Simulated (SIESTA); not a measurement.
Slab: MoS2, a slab with vacuum.

```
Mo S
1.0
     3.18413    0.00000    0.00000
    -1.59206    2.75753    0.00000
     0.00000    0.00000   17.33460
Mo S
1 2
Direct
  0.00000 0.00000 0.00000
  0.33333 0.66667 0.91051
  0.33333 0.66667 0.08949
```

| Quantity | Value |
| --- | --- |
| Program | SIESTA 5.4.2 |
| Task | single point |
| Functional | PBEsol |
| Potentials or basis | PseudoDojo 0.4 standard (PBEsol files) |
| Basis | DZP (energy shift 0.003 Ry; two zetas on semicore shells) |
| Grid cutoff | 800 Ry |
| Energy shift | 0.003 Ry |
| k mesh | 10 × 10 × 2 |
| Occupations | fermi-dirac, width 0.05 eV |
| Spin | no spin polarisation |

On this cell: largest force 0.241 eV/Å; band gap on the k mesh 1.71 eV, indirect (least direct gap 1.95 eV).

The same run follows on a disturbed copy (atoms moved at random, drawn with an rms of 0.05 Å):

```xyz
3
Lattice="3.1841 0.0000 0.0000 -1.5921 2.7575 0.0000 0.0000 0.0000 17.3346" Properties=species:S:1:pos:R:3 pbc="T T T"
Mo    0.0313   -0.0382   -0.0082
S     0.0027    1.8229   15.7841
S    -0.0186    1.8067    1.5519
```

Q: What does the disturbed cell give?

A: The energy moves by +7.1 meV/atom; largest force 0.913 eV/Å; band gap on the k mesh 1.70 eV, indirect (least direct gap 1.94 eV).

Forces in eV/Å, atoms in the order of the input:
```
Mo  -0.814  0.315  0.269
S    0.316 -0.229 -0.403
S    0.498 -0.085  0.135
```

Stress tensor (GPa, compression positive):
```
-0.35 -0.29  0.30
-0.29 -0.57  0.23
 0.30  0.23  0.88
```

Caveats: the basis of atomic orbitals isn't converged, which shifts pressures, moduli and gaps.

A k mesh can miss the band edges.
